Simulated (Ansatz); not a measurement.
**Convergence notes, G0W0 on BeSe (F-43m)**

BeSe (started from an entry of an open crystallographic database), relaxed with r2SCAN; one-shot G0W0 in Ansatz without spin-orbit coupling. (Simulation; spin polarisation is off.)

```xyz
2
Lattice="0.0000 2.5810 2.5810 2.5810 0.0000 2.5810 2.5810 2.5810 0.0000" Properties=species:S:1:pos:R:3 pbc="T T T"
Be    0.0000    0.0000    0.0000
Se    1.2905    1.2905    1.2905
```

Gaps are read over the mesh points alone. G0W0 values are finite-basis, finite-mesh values.
```
 start       potentials      frequency model   mesh  empty bands  screening cutoff (eV)  Kohn-Sham gap (eV)  G0W0 gap (eV)
   PBE              PAW  contour deformation  6×6×6           78                    100                2.65           3.69
   PBE              PAW  contour deformation  6×6×6          188                    180                2.65           3.86
   PBE              PAW  contour deformation  6×6×6          365                    260                2.65           3.92
 HSE06              PAW  contour deformation  6×6×6          188                    180                3.49           4.20
r2SCAN              PAW  contour deformation  6×6×6          188                    180                3.12           4.05
  PBE0              PAW  contour deformation  6×6×6          188                    180                4.17           4.38
   PBE              PAW     Godby-Needs pole  6×6×6          188                    180                2.65           3.80
   PBE              PAW  contour deformation  8×8×8           55                     80                2.66           3.60
   PBE  norm-conserving  contour deformation  6×6×6          188                    180                2.66           3.83
```

Over the mesh points the PBE gap of 2.65 eV becomes a quasiparticle gap of 3.92 eV (Γ to X), a change of +1.27 eV. Renormalisation factors Z lie between 0.77 and 0.82.

Raising bands and cutoff together moves the gap by +0.17 eV (100 to 180 eV), then +0.06 eV (180 to 260 eV); the last step is still large, so the basis limit isn't reached. Starting from HSE06 (3.49 eV against PBE's 2.65 eV) gives 4.20 eV, +0.34 eV from G0W0@PBE at the same screening cutoff. Starting from r2SCAN (3.12 eV against PBE's 2.65 eV) gives 4.05 eV, +0.19 eV from G0W0@PBE at the same screening cutoff. Starting from PBE0 (4.17 eV against PBE's 2.65 eV) gives 4.38 eV, +0.52 eV from G0W0@PBE at the same screening cutoff. The Godby-Needs plasmon pole differs from contour deformation by -0.06 eV. Norm-conserving potentials (wave cutoff 1800 eV against 420 eV) shift the quasiparticle gap by -0.03 eV and the PBE gap by +0.01 eV. r2SCAN runs take a wave cutoff of 500 eV.
